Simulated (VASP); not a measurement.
A calculation with VASP 6.6.1 of MnO (native input, structure from a POSCAR):

INCAR

```
SYSTEM = MnO
PREC     = Accurate       ! precision mode
ENCUT    = 520            ! plane-wave cutoff, eV
EDIFF    = 1E-6           ! SCF threshold, eV
ISMEAR   = 0              ! smearing method
SIGMA    = 0.05           ! smearing width, eV
LREAL    = .False.        ! projectors in reciprocal space
LASPH    = .True.         ! aspherical terms in the spheres
NELM     = 120            ! most SCF steps
ALGO     = Fast           ! electronic algorithm
ISIF     = 2              ! what is computed and relaxed
LWAVE    = .False.        ! write WAVECAR
LCHARG   = .False.        ! write CHGCAR
ISPIN    = 2              ! spin polarisation
MAGMOM   = 4 4 0 0        ! initial moments
LORBIT   = 11             ! projections on sites
LMAXMIX  = 4              ! l up to which the mixer works
GGA      = PE             ! functional
```

File KPOINTS:

```
Automatic mesh
0
Gamma
  9 9 5
  0 0 0
```

The input POSCAR:

```
MnO
1.0
    3.3717000000      0.0000000000      0.0000000000
   -1.6858500000      2.9199778539      0.0000000000
    0.0000000000      0.0000000000      5.3855000000
Mn O
2 2
Direct
    0.6666666667      0.3333333333      0.5109600000
    0.3333333333      0.6666666667      0.0109600000
    0.6666666667      0.3333333333      0.8754700000
    0.3333333333      0.6666666667      0.3754700000
```

Potentials or basis: VASP PAW PBE potentials, release 64 (Mn_pv, O).

Launch:

```console
$ cat potpaw_PBE.64/Mn_pv/POTCAR potpaw_PBE.64/O/POTCAR > POTCAR
$ mpirun -np 1 vasp_std > vasp.out
```

Measurements of this composition are mostly on another form, of space group No. 225.

Question: Write the same calculation in another form: ASE script, structure from a POSCAR.

Answer: As run:

Contents of run.py:

```python
from ase.calculators.vasp import Vasp
from ase.dft.bandgap import bandgap
from ase.io import read

atoms = read('POSCAR')
atoms.set_initial_magnetic_moments([4.0, 4.0, 0.0, 0.0])
calc = Vasp(
    directory='calc',
    xc='pbe',
    pp='PBE',
    setups='recommended',
    prec='Accurate',
    encut=520,
    ediff=1e-07,
    ismear=0,
    sigma=0.05,
    lreal=False,
    lasph=True,
    nelm=100,
    algo='Normal',
    isif=2,
    lwave=False,
    lcharg=False,
    ispin=2,
    lorbit=11,
    lmaxmix=4,
    kpts=[9, 9, 5],
    gamma=True,
)
atoms.calc = calc

print('energy (eV):', atoms.get_potential_energy())
print('free energy (eV):', atoms.get_potential_energy(force_consistent=True))
print('forces (eV/A):')
print(atoms.get_forces())
print('stress (eV/A^3, Voigt):', atoms.get_stress())
print('Fermi level (eV):', calc.get_fermi_level())
print('moment (muB):', atoms.get_magnetic_moment())
print('site moments (muB):', atoms.get_magnetic_moments())
gap, top, bottom = bandgap(calc)
print('band gap (eV):', gap, 'from (spin, k, band)', top, 'to', bottom)
```

File POSCAR:

```
MnO
1.0
    3.3717000000      0.0000000000      0.0000000000
   -1.6858500000      2.9199778539      0.0000000000
    0.0000000000      0.0000000000      5.3855000000
Mn O
2 2
Direct
    0.6666666667      0.3333333333      0.5109600000
    0.3333333333      0.6666666667      0.0109600000
    0.6666666667      0.3333333333      0.8754700000
    0.3333333333      0.6666666667      0.3754700000
```

Potentials or basis: VASP PAW PBE potentials, release 64 (Mn_pv, O).

Run with:

```console
$ python run.py
```

Both were run:

|  | native input, structure from a POSCAR | ASE script, structure from a POSCAR |
| --- | --- | --- |
| Pressure | 6.5 GPa | 6.6 GPa |
| Largest force | 0.655 eV/Å | 0.655 eV/Å |
| Band gap on the k mesh | none (metal or under the smearing width) | none (metal or under the smearing width) |
| Net moment | 9.99 μB per cell | 10.00 μB per cell |
| Site moments | Mn +4.41; O +0.20 μB | Mn +4.41; O +0.20 μB |
| Valence electrons inside the program's atomic spheres | Mn 11.43; O 5.02 | Mn 11.43; O 5.02 |

Keys that steer only the numerical path or the files written may differ.

Caveat: semilocal functionals often make such compounds metallic where correlation or magnetic order opens a gap, which also shifts bond lengths; only a ferromagnetic start was run, and an antiferromagnetic order may lie lower in energy.
